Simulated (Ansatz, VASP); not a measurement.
One calculation of GaN, two programs

```xyz
4
Lattice="3.1797 0.0000 0.0000 -1.5898 2.7537 0.0000 0.0000 0.0000 5.1909" Properties=species:S:1:pos:R:3 pbc="T T T"
Ga    0.0000    1.8358   -0.0031
Ga    1.5898    0.9179    2.5924
N     0.0000    1.8358    1.9496
N     1.5898    0.9179    4.5451
```

Alike in both runs: task relaxation of shape and atoms at fixed volume; functional BLYP; dispersion D3(BJ); k mesh 8 × 8 × 6; occupations gaussian, width 0.05 eV; no spin polarisation.

|  | VASP | Ansatz |
| --- | --- | --- |
| version | VASP 6.6.1 | Ansatz 0.2.0 |
| potentials or method | VASP PAW PBE potentials, release 64 (Ga_d, N) | scalar-relativistic, plane waves, PAW |
| plane-wave cutoff (eV) | 600 | 420 |
| valence electrons in the cell | 36 | 36 |

|  | VASP | Ansatz | Ansatz less VASP |
| --- | --- | --- | --- |
| gap on the k mesh at the Fermi level, each at its own relaxed structure (eV) | 2.02 | 2.03 | +0.010 |
| relaxed volume (Å³/atom) | 11.36 | 11.36 | 0.000 |
| relaxed cell length with the largest relative difference (Å) | 3.180 | 3.180 | 0.0000 |

Caveats: the relaxation stopped at its first step, so nothing moved; the PAW data sets were made with another functional, which shifts forces and pressure a little (VASP). BLYP gaps usually lie below the measured ones, often by a third to a half.
